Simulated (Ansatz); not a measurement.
# Dielectric response of RbCl (001) films, part 2 of 5

Aim: the electronic and static ε of rocksalt RbCl (001) from films of several thicknesses in a field.

Ansatz 0.2.0; plane-wave DFT, LDA, Ansatz PAW.

So far. Step 2 (Relaxing the film, 6 atoms, units 3): The gap is 4.63 eV, with the valence edge 6.26 eV and the conduction edge 1.63 eV under the upper vacuum level.

## (3) Single point on the relaxed film, 6 atoms, units 3

The film was relaxed beforehand; a single point on the relaxed positions gives its levels and potential.

Contents of input.yaml:

```yaml
crystal:
  lattice:
    - [4.65276262, 0.0, 0.0]
    - [0.0, 4.65276262, 0.0]
    - [0.0, 0.0, 24.58]
  atoms:
    - { symbol: Rb, position: [0.5, 0.5, 0.37239096] }
    - { symbol: Cl, position: [0.0, 0.0, 0.3718499037] }
    - { symbol: Rb, position: [0.0, 0.0, 0.4999999984] }
    - { symbol: Cl, position: [0.5, 0.5, 0.5000000013] }
    - { symbol: Rb, position: [0.5, 0.5, 0.6276090411] }
    - { symbol: Cl, position: [0.0, 0.0, 0.6281500956] }
kpoints:
  mp_grid: { grid: [6, 6, 1] }
hamiltonian:
  xc: lda
scf:
  occupations: { method: fixed }
  convergence: { dr2_threshold: 1.0e-09 }
efield:
  axis: 3
  dipole_correction: true
  ramp_position: 0.97
  ramp_width: 0.06
output:
  eigenvalues: true
  write_potential: true
  write_density: true
  volumetric_format: npy
```

On the command line:

```
$ ansatz run input.yaml --threads 8 --pin off --max-ram 12288MiB --backend cpu --events-out ev --progress --plain --runs-dir out
```

Numbers of over 12 decimals in the logs are rounded to 6 here.

What it wrote:

```text
[...]
Crystal: 6 atoms, lattice volume = 532.113 Å³
Basis set: ecut = 420 eV, 10395 PW (Γ)
Bands: 30, of which v1, the nominal top of the filled ones, is band 24 counted from 1 (23 counted from 0)
Symmetry: 8 space group operations
k-points: 10 of 36
[...]
SCF iter   1: F=—  HF=-12655.757438 eV  |F-HF|=—  |Δ(HF+E_count)|=         —  Δρ=3.52e-3  dr2=7.68e-2  ethr=1.77e-3  p=-0.000 e·Å  D=-3.00e-9 V/Å  ΔV_dip=0.00 eV  dr2_dipole=2.45e-12  V_vac-E_F(+/−)=6.07/6.07 eV  ⟨swp⟩=6.0  Hψ=1247  notcnv=0  defer=33
[...]
SCF iter   8: F=-12655.736288 eV  HF=-12655.736288 eV  |F-HF|=8.73e-11  |Δ(HF+E_count)|=  4.31e-10  Δρ=1.50e-7  dr2=7.03e-11  ethr=2.08e-12  p=0.000 e·Å  D=1.10e-8 V/Å  ΔV_dip=-0.00 eV  dr2_dipole=3.62e-15  V_vac-E_F(+/−)=6.26/6.26 eV  ⟨swp⟩=14.1  Hψ=1466  notcnv=0
SCF 1 converged in 8 iterations: F = -12655.736288 eV  dr2 = 7.03e-11
[...]
SCF converged after 8 iterations
Free energy (F): -12655.736288 eV
[...]
Internal energy: -12655.736288 eV  (E = F + TS)
E sigma→0 (E₀):  -12655.736288 eV
Fermi energy:    -3.402988 eV
Dipole field:    D = -0.000000 V/Å  (p = -0.000000 e·Å, saw-weighted, corrected)
Work function:   Φ+ = 6.2570 eV   Φ− = 6.2570 eV
[...]
--- Band table (eV; the first three rows and the last of 10) ---
  k-point 0: bands = [... 20 lower, -3.4454, -3.4454, -3.4218, -3.4218, 1.2265, 1.7620, 2.4449, 2.5174, ... 2 higher]
  k-point 1: bands = [... 20 lower, -3.6074, -3.5197, -3.4987, -3.4715, 1.6124, 2.0432, 2.7496, 2.8038, ... 2 higher]
  k-point 2: bands = [... 20 lower, -3.6890, -3.6628, -3.6454, -3.4856, 2.4633, 2.7017, 3.3806, 3.6082, ... 2 higher]
  k-point 9: bands = [... 20 lower, -3.6362, -3.5787, -3.5787, -3.4030, 2.7136, 2.7136, 3.7662, 3.7662, ... 2 higher]
```

Elapsed: 2.1 s, on 8 threads of Arm Neoverse V2, shared host; peak memory 0.97 GiB; 14 s of CPU time.

This step gave:

| Quantity | Value |
| --- | --- |
| dipole along the normal | -1.14e-7 e·Å |

Running mean over 3.29 Å of the planar mean; the ramp of the sawtooth is left out. Electron's electrostatic potential energy less the highest filled level against z:

z (Å), electron's electrostatic potential energy less the highest filled level (eV) and a bar:
```
      3.5       6.26 ##############################
      4.0       6.26 ##############################
      4.5       6.26 ##############################
      5.0       6.26 ##############################
      5.5       6.25 ##############################
      6.0       6.22 ##############################
      6.5       6.09 #############################
      7.0       5.42 ##########################
      7.5       3.47 #################
      8.0       1.51 #######
      8.5       0.83 ####
      9.0       0.71 ###
      9.5       0.66 ###
     10.0       0.50 ##
     10.5       0.09 
     11.0       0.13 
     11.5       0.54 ##
     12.0       0.67 ###
     12.5       0.68 ###
     13.0       0.58 ###
     13.5       0.19 #
     14.0       0.05 
     14.5       0.44 ##
     15.0       0.65 ###
     15.5       0.70 ###
     16.0       0.80 ####
     16.5       1.32 ######
     17.0       3.10 ###############
     17.5       5.20 #########################
     18.0       6.04 #############################
     18.5       6.21 ##############################
     19.0       6.25 ##############################
     19.5       6.25 ##############################
     20.0       6.26 ##############################
     20.5       6.26 ##############################
     21.0       6.26 ##############################
     21.5       6.26 ##############################
```

The gap is 4.63 eV, with the valence edge 6.26 eV and the conduction edge 1.63 eV under the upper vacuum level.

## (4) Atoms held, 6 atoms, units 3, field 0.05 V/Å

A sawtooth potential applies the field, turning back in the middle of the vacuum. With the dipole correction the typed value is the field outside the slab. The induced dipole is small, so the SCF threshold is tight.

Edit input.yaml of step 3 so:

```diff
@@ -18,3 +18,3 @@
   occupations: { method: fixed }
-  convergence: { dr2_threshold: 1.0e-09 }
+  convergence: { dr2_threshold: 1.0e-10 }
 efield:
@@ -24,4 +24,4 @@
   ramp_width: 0.06
+  amplitude: 0.05
 output:
-  eigenvalues: true
   write_potential: true
```

What it wrote:

```text
[...]
Crystal: 6 atoms, lattice volume = 532.113 Å³
Basis set: ecut = 420 eV, 10395 PW (Γ)
Bands: 30, of which v1, the nominal top of the filled ones, is band 24 counted from 1 (23 counted from 0)
Symmetry: 8 space group operations
k-points: 10 of 36
[...]
SCF iter   1: F=—  HF=-12657.242958 eV  |F-HF|=—  |Δ(HF+E_count)|=         —  Δρ=1.59e-2  dr2=4.02e0  ethr=3.10e-3  p=0.057 e·Å  D=1.93e-2 V/Å  ΔV_dip=-0.47 eV  dr2_dipole=4.25e-4  V_vac-E_F(+/−)=10.12/9.47 eV  ⟨swp⟩=6.2  Hψ=1254  notcnv=0  defer=33
[...]
SCF iter  10: F=-12655.737157 eV  HF=-12655.737157 eV  |F-HF|=4.55e-11  |Δ(HF+E_count)|=  7.28e-11  Δρ=1.45e-7  dr2=6.14e-11  ethr=1.00e-12  p=0.035 e·Å  D=1.18e-2 V/Å  ΔV_dip=-0.29 eV  dr2_dipole=1.11e-13  V_vac-E_F(+/−)=6.62/5.79 eV  ⟨swp⟩=14.0  Hψ=1622  notcnv=0
SCF 1 converged in 10 iterations: F = -12655.737157 eV  dr2 = 6.14e-11
[...]
WARN: The output density's exchange-correlation potential varies sharply where the density is thin. Do not read a vacuum level from v_tot or v_xc, or from such a field of the output density. On a cell that repeats whose density bears no net charge and no dipole along the vacuum's axis use v_es (v_loc + v_h of the components); under efield.dipole_correction with no amplitude use v_es + v_field, which holds any externa [...]
SCF converged after 10 iterations
[...]
Free energy (F): -12655.737157 eV
[...]
Internal energy: -12655.737157 eV  (E = F + TS)
E sigma→0 (E₀):  -12655.737157 eV
Fermi energy:    -3.370623 eV
Dipole field:    D = 0.011819 V/Å  (p = 0.034754 e·Å, saw-weighted, corrected)
Work function:   not extracted (applied field tilts the vacuum); planar V_es + V_field profile in the machine report
[...]
--- Band table (eV; the first three rows and the last of 10) ---
  k-point 0: bands = [... 20 lower, -3.4963, -3.4610, -3.3706, -3.3706, 1.2129, 1.7636, 2.4416, 2.4925, ... 2 higher]
  k-point 1: bands = [... 20 lower, -3.5721, -3.5526, -3.4580, -3.4462, 1.5919, 2.0504, 2.7305, 2.7969, ... 2 higher]
  k-point 2: bands = [... 20 lower, -3.7173, -3.7037, -3.5910, -3.4697, 2.4143, 2.7389, 3.3670, 3.5975, ... 2 higher]
  k-point 9: bands = [... 20 lower, -3.6716, -3.5416, -3.5416, -3.3895, 2.7108, 2.7108, 3.7649, 3.7649, ... 2 higher]
```

The job ended after 2.2 s (8 threads; peak memory 0.95 GiB).

This step gave:

```
gap on the k-mesh       : 4.584 eV
dipole along the normal : 0.03475 e·Å
```

The dipole is 0.0348 e·Å, and the gap on the mesh 4.584 eV.

## (5) Single point, 6 atoms, units 3, field -0.05 V/Å

Edit input.yaml of step 4 so:

```diff
@@ -24,3 +24,3 @@
   ramp_width: 0.06
-  amplitude: 0.05
+  amplitude: -0.05
 output:
```

What it wrote:

```text
[...]
Crystal: 6 atoms, lattice volume = 532.113 Å³
Basis set: ecut = 420 eV, 10395 PW (Γ)
Bands: 30, of which v1, the nominal top of the filled ones, is band 24 counted from 1 (23 counted from 0)
Symmetry: 8 space group operations
k-points: 10 of 36
[...]
k-point 0: bands = [... 20 lower, -3.4963, -3.4610, -3.3706, -3.3706, 1.2129, 1.7636, 2.4416, 2.4925, ... 2 higher]
  k-point 1: bands = [... 20 lower, -3.5721, -3.5527, -3.4580, -3.4462, 1.5919, 2.0504, 2.7305, 2.7969, ... 2 higher]
  k-point 2: bands = [... 20 lower, -3.7173, -3.7037, -3.5910, -3.4697, 2.4143, 2.7389, 3.3670, 3.5975, ... 2 higher]
  k-point 9: bands = [... 20 lower, -3.6716, -3.5416, -3.5416, -3.3895, 2.7108, 2.7108, 3.7649, 3.7649, ... 2 higher]
[key lines of the parts left out:]
SCF converged after 10 iterations
Free energy (F): -12655.737157 eV
Fermi energy:    -3.370623 eV
Dipole field:    D = -0.011819 V/Å  (p = -0.034754 e·Å, saw-weighted, corrected)
```

Elapsed: 2.2 s, on 8 threads; peak memory 0.95 GiB.

The dipole is -0.0348 e·Å, and the gap on the mesh 4.584 eV.

## (6) Response with the atoms held, 6 atoms, units 3

This step: plane-wave DFT, LDA, Ansatz PAW; response to a field along the normal, atoms held (Ansatz 0.2.0).

The two fields give this film's response with the atoms held: the electronic part.

Numbers from this step:

```
equivalent conductor thickness p/(ε₀AE) : 5.810 Å
distance between the outer atoms        : 6.300 Å
thickness                               : 9.87 Å
```

Local field over the applied field, running mean. From the potentials at -0.05 and 0.05 V/Å; running mean over 3.29 Å, taken twice. The local field over applied field by z:

```csv
z (Å),local field over applied field
4.5,0.993
5.0,0.982
5.5,0.957
6.0,0.915
6.5,0.854
7.0,0.779
7.5,0.697
8.0,0.614
8.5,0.538
9.0,0.477
9.5,0.434
10.0,0.410
10.5,0.400
11.0,0.398
11.5,0.397
12.0,0.397
12.5,0.397
13.0,0.397
13.5,0.397
14.0,0.399
14.5,0.407
15.0,0.429
15.5,0.469
16.0,0.527
16.5,0.601
17.0,0.683
17.5,0.766
18.0,0.843
18.5,0.907
19.0,0.952
19.5,0.979
20.0,0.992
```

Electrons, planar mean, per unit field. Induced electron density against z:

z (Å), induced electron density (e/Å³ per V/Å) and a bar from the least value:
```
      4.5    0.00000 ###############
      5.0    0.00001 ###############
      5.5    0.00003 ################
      6.0    0.00009 ################
      6.5    0.00027 #################
      7.0    0.00073 ###################
      7.5    0.00172 #######################
      8.0    0.00319 ##############################
      8.5    0.00278 ############################
      9.0    0.00045 #################
      9.5   -0.00116 ##########
     10.0   -0.00321 #
     10.5   -0.00126 ##########
     11.0    0.00155 #######################
     11.5    0.00316 ##############################
     12.0    0.00082 ###################
     12.5   -0.00052 #############
     13.0   -0.00302 ##
     13.5   -0.00198 ######
     14.0    0.00081 ###################
     14.5    0.00310 ##############################
     15.0    0.00163 #######################
     15.5   -0.00029 ##############
     16.0   -0.00233 #####
     16.5   -0.00336 
     17.0   -0.00195 ######
     17.5   -0.00084 ############
     18.0   -0.00032 ##############
     18.5   -0.00011 ###############
     19.0   -0.00004 ###############
     19.5   -0.00001 ###############
     20.0    0.00000 ###############
```

By hand: between -0.05 and 0.05 V/Å the dipole changes by 0.06951 e·Å, a slope of 0.6951 e·Å²/V. A perfect conductor of thickness t has p = ε₀AEt, so t = 180.95 × 0.6951 / 21.648 = 5.81 Å (e/ε₀ = 180.95 V·Å, A in Å²).

The induced dipole is that of a conductor 5.81 Å thick.

## (7) Relaxing in the field, 6 atoms, field 0.05 V/Å

This step: plane-wave DFT, LDA, Ansatz PAW (Ansatz 0.2.0).

Now the atoms may follow the field. A weak field makes forces of meV/Å to tens of meV/Å, so the force tolerance is set well below the usual one.

Edit input.yaml of step 5 so:

```diff
@@ -24,3 +24,6 @@
   ramp_width: 0.06
-  amplitude: -0.05
+  amplitude: 0.05
+relax:
+  f_tol: 0.0006
+  max_steps: 70
 output:
```

What it wrote:

```text
[...]
Crystal: 6 atoms, lattice volume = 532.113 Å³
Basis set: ecut = 420 eV, 10395 PW (Γ)
Bands: 30, of which v1, the nominal top of the filled ones, is band 24 counted from 1 (23 counted from 0)
Symmetry: 8 space group operations
k-points: 10 of 36
[...]
SCF iter   1: F=—  HF=-12657.242958 eV  |F-HF|=—  |Δ(HF+E_count)|=         —  Δρ=1.59e-2  dr2=4.02e0  ethr=3.10e-3  p=0.057 e·Å  D=1.93e-2 V/Å  ΔV_dip=-0.47 eV  dr2_dipole=4.25e-4  V_vac-E_F(+/−)=10.12/9.47 eV  ⟨swp⟩=6.2  Hψ=1254  notcnv=0  defer=33
[...]
SCF iter  10: F=-12655.737157 eV  HF=-12655.737157 eV  |F-HF|=4.55e-11  |Δ(HF+E_count)|=  8.37e-11  Δρ=1.49e-7  dr2=6.39e-11  ethr=1.00e-12  p=0.035 e·Å  D=1.18e-2 V/Å  ΔV_dip=-0.29 eV  dr2_dipole=7.02e-14  V_vac-E_F(+/−)=6.62/5.79 eV  ⟨swp⟩=7.2  Hψ=1722  notcnv=0
SCF 1 converged in 10 iterations: F = -12655.737157 eV  dr2 = 6.39e-11
[...]
relax step   1: F+E_penalty+E_count = -12655.73715698 eV  Δ(F+E_penalty+E_count) = +0.000e0 eV  max|allowed force component| = 2.458e-2 eV/Å  Δτ_max = 0.0000 Å  (10 SCF iters, accepted)
[...]
SCF iter   7: F=-12655.737516 eV  HF=-12655.737516 eV  |F-HF|=8.00e-11  |Δ(HF+E_count)|=   1.48e-9  Δρ=1.28e-7  dr2=6.11e-11  ethr=1.00e-12  p=0.050 e·Å  D=1.70e-2 V/Å  ΔV_dip=-0.42 eV  dr2_dipole=3.17e-13  V_vac-E_F(+/−)=6.59/5.89 eV  ⟨swp⟩=7.0  Hψ=1717  notcnv=0
SCF 2 converged in 7 iterations: F = -12655.737516 eV  dr2 = 6.11e-11
relax step   2: F+E_penalty+E_count = -12655.73751555 eV  Δ(F+E_penalty+E_count) = -3.586e-4 eV  max|allowed force component| = 6.404e-3 eV/Å  Δτ_max = 0.0093 Å  (7 SCF iters, accepted)
SCF iter   1: F=—  HF=-12655.737418 eV  |F-HF|=—  |Δ(HF+E_count)|=         —  Δρ=1.82e-5  dr2=8.26e-6  ethr=3.41e-7  p=0.050 e·Å  D=1.70e-2 V/Å  ΔV_dip=-0.42 eV  dr2_dipole=1.84e-9  V_vac-E_F(+/−)=6.59/5.89 eV  ⟨swp⟩=3.1  Hψ=608  notcnv=0  defer=40
[...]
SCF iter   6: F=-12655.737528 eV  HF=-12655.737528 eV  |F-HF|=2.91e-11  |Δ(HF+E_count)|=  6.02e-10  Δρ=8.37e-8  dr2=2.36e-11  ethr=1.00e-12  p=0.050 e·Å  D=1.69e-2 V/Å  ΔV_dip=-0.41 eV  dr2_dipole=9.24e-14  V_vac-E_F(+/−)=6.59/5.88 eV  ⟨swp⟩=5.0  Hψ=1770  notcnv=0
SCF 3 converged in 6 iterations: F = -12655.737528 eV  dr2 = 2.36e-11
relax step   3: F+E_penalty+E_count = -12655.73752777 eV  Δ(F+E_penalty+E_count) = -1.222e-5 eV  max|allowed force component| = 3.859e-4 eV/Å  Δτ_max = 0.0024 Å  (6 SCF iters, accepted)
NSCF: frozen V_eff on 10 k-points
[...]
SCF converged after 6 iterations
[...]
Free energy (F): -12655.737528 eV
[...]
Internal energy: -12655.737528 eV  (E = F + TS)
E sigma→0 (E₀):  -12655.737528 eV
Fermi energy:    -3.400530 eV
Dipole field:    D = 0.016863 V/Å  (p = 0.049589 e·Å, saw-weighted, corrected)
Work function:   not extracted (applied field tilts the vacuum); planar V_es + V_field profile in the machine report
[...]
--- Forces (eV/Å), atoms counted from 1 ---
  atom   1  Rb     0.00000000     0.00000000    -0.00012465
  atom   2  Cl     0.00000000     0.00000000    -0.00007959
  atom   3  Rb     0.00000000     0.00000000    -0.00030944
  atom   4  Cl    -0.00000000     0.00000000     0.00037706
  atom   5  Rb     0.00000000     0.00000000    -0.00000622
  atom   6  Cl    -0.00000000     0.00000000     0.00008954
  max |Σ_I F_I| component: 5.33e-5 eV/Å
--- Band table (eV; the first three rows and the last of 10) ---
  k-point 0: bands = [... 20 lower, -3.4656, -3.4656, -3.4030, -3.4030, 1.2211, 1.7614, 2.4426, 2.5008, ... 2 higher]
  k-point 1: bands = [... 20 lower, -3.5854, -3.5408, -3.4789, -3.4688, 1.6045, 2.0444, 2.7361, 2.7992, ... 2 higher]
  k-point 2: bands = [... 20 lower, -3.6938, -3.6852, -3.6242, -3.4823, 2.4438, 2.7151, 3.3699, 3.6023, ... 2 higher]
  k-point 9: bands = [... 20 lower, -3.6482, -3.5681, -3.5681, -3.4005, 2.7115, 2.7115, 3.7660, 3.7660, ... 2 higher]
--- Relaxed structure (3 steps of the walk, 3 accepted, 0 SCFs on fresh bases) ---
  F+E_penalty+E_count = -12655.73752777 eV   max|allowed force component| = 3.859e-4 eV/Å
  atoms:
    - { symbol: Rb, position: [0.5, 0.5, 0.372703] }
    - { symbol: Cl, position: [0, 0.0, 0.371514] }
    - { symbol: Rb, position: [0, 0.0, 0.500031] }
    - { symbol: Cl, position: [0.5, 0.5, 0.499997] }
    - { symbol: Rb, position: [0.5, 0.5, 0.627905] }
    - { symbol: Cl, position: [0, 0.0, 0.627849] }
```

Elapsed: 4.1 s, on 8 threads; peak memory 0.92 GiB.

Relaxation path:

| step | energy less that of the first step (eV) | largest force component (eV/Å) |
| --- | --- | --- |
| 1 | 0.0000 | 0.0246 |
| 2 | -0.0004 | 0.0064 |
| 3 | -0.0004 | 0.0004 |

Forces are held to the 8 operations that the run works with; a distortion that breaks them can't arise in this run.

The relaxed structure:

```xyz
6
Lattice="4.6528 0.0000 0.0000 0.0000 4.6528 0.0000 0.0000 0.0000 24.5800" Properties=species:S:1:pos:R:3
Rb    2.3264    2.3264    9.1610
Cl    0.0000    0.0000    9.1318
Rb    0.0000    0.0000   12.2908
Cl    2.3264    2.3264   12.2899
Rb    2.3264    2.3264   15.4339
Cl    0.0000    0.0000   15.4325
```

This step gave:

| Quantity | Value |
| --- | --- |
| gap on the k-mesh | 4.622 eV |
| dipole along the normal | 0.04959 e·Å |

The relaxation took 3 steps and lowered the energy by 3.7e-4 eV; the largest force on the free atoms ends at 3.9e-4 eV/Å.

The dipole is 0.0496 e·Å, and the gap on the mesh 4.622 eV.

## (8) Relaxing in the field, 6 atoms, field -0.05 V/Å

The opposite sign, again from the field-free geometry; the difference of the two cancels what relaxes without a field.

Edit input.yaml of step 7 so:

```diff
@@ -24,3 +24,3 @@
   ramp_width: 0.06
-  amplitude: 0.05
+  amplitude: -0.05
 relax:
```

What it wrote:

```text
[...]
Crystal: 6 atoms, lattice volume = 532.113 Å³
Basis set: ecut = 420 eV, 10395 PW (Γ)
Bands: 30, of which v1, the nominal top of the filled ones, is band 24 counted from 1 (23 counted from 0)
Symmetry: 8 space group operations
k-points: 10 of 36
[...]
--- Relaxed structure (3 steps of the walk, 3 accepted, 0 SCFs on fresh bases) ---
  F+E_penalty+E_count = -12655.73752777 eV   max|allowed force component| = 3.859e-4 eV/Å
  atoms:
    - { symbol: Rb, position: [0.5, 0.5, 0.372095] }
    - { symbol: Cl, position: [0, 0.0, 0.372151] }
    - { symbol: Rb, position: [0, 0.0, 0.499969] }
    - { symbol: Cl, position: [0.5, 0.5, 0.500003] }
    - { symbol: Rb, position: [0.5, 0.5, 0.627297] }
    - { symbol: Cl, position: [0, 0.0, 0.628486] }
[key lines of the parts left out:]
SCF converged after 6 iterations
Free energy (F): -12655.737528 eV
Fermi energy:    -3.400530 eV
Dipole field:    D = -0.016863 V/Å  (p = -0.049589 e·Å, saw-weighted, corrected)
```

Wall time 4.1 s (8 threads); peak memory 0.92 GiB; 29 s of CPU time.

The steps of the relaxation:

| step | energy less that of the first step (eV) | largest force component (eV/Å) |
| --- | --- | --- |
| 1 | 0.0000 | 0.0246 |
| 2 | -0.0004 | 0.0064 |
| 3 | -0.0004 | 0.0004 |

Forces are held to the 8 operations that the run works with; a distortion that breaks them can't arise in this run.

The relaxed structure:

```xyz
6
Lattice="4.6528 0.0000 0.0000 0.0000 4.6528 0.0000 0.0000 0.0000 24.5800" Properties=species:S:1:pos:R:3
Rb    2.3264    2.3264    9.1461
Cl    0.0000    0.0000    9.1475
Rb    0.0000    0.0000   12.2892
Cl    2.3264    2.3264   12.2901
Rb    2.3264    2.3264   15.4190
Cl    0.0000    0.0000   15.4482
```

The relaxation took 3 steps and lowered the energy by 3.7e-4 eV; the largest force on the free atoms ends at 3.9e-4 eV/Å.

The dipole is -0.0496 e·Å, and the gap on the mesh 4.622 eV.

## (9) Response with the atoms relaxed, 6 atoms, units 3

This step: plane-wave DFT, LDA, Ansatz PAW; response to a field along the normal, atoms relaxed (Ansatz 0.2.0).

The two relaxed runs give the static response.

This step gave:

```yaml
equivalent_conductor_thickness_p_eps_0ae: 8.290 Å
distance_between_the_outer_atoms: 6.302 Å
```

Local field over the applied field, running mean. From the potentials at -0.05 and 0.05 V/Å; running mean over 3.29 Å, taken twice. Table of local field over applied field by z:

z (Å), local field over applied field and a bar:
```
        5      0.976 ##############################
        6      0.914 ###########################
        7      0.652 ###################
        8      0.380 ##########
        9      0.111 
       10      0.133 #
       11      0.225 ####
       12      0.330 ########
       13      0.279 ######
       14      0.182 ###
       15      0.097 
       16      0.238 #####
       17      0.493 #############
       18      0.762 ######################
       19      0.960 #############################
       20      0.990 ##############################
```

The induced dipole is that of a conductor 8.29 Å thick.

(Continued in part 3 of 5.)

[Logs are printed without paths, hosts, clocks, repeated set-up lines and the standing remarks that a program may print on its own settings, such as how far it seeks lower states.]

[Hosts, paths, dates, database ids (printed as entryN), source tags and the programs' standing remarks are cut or masked in the printed files.]

[Maps of the electrostatic potential energy from Ansatz leave out the sawtooth potential of an applied field or a dipole correction, so their vacuum need not be flat; planar profiles and work functions include it.]
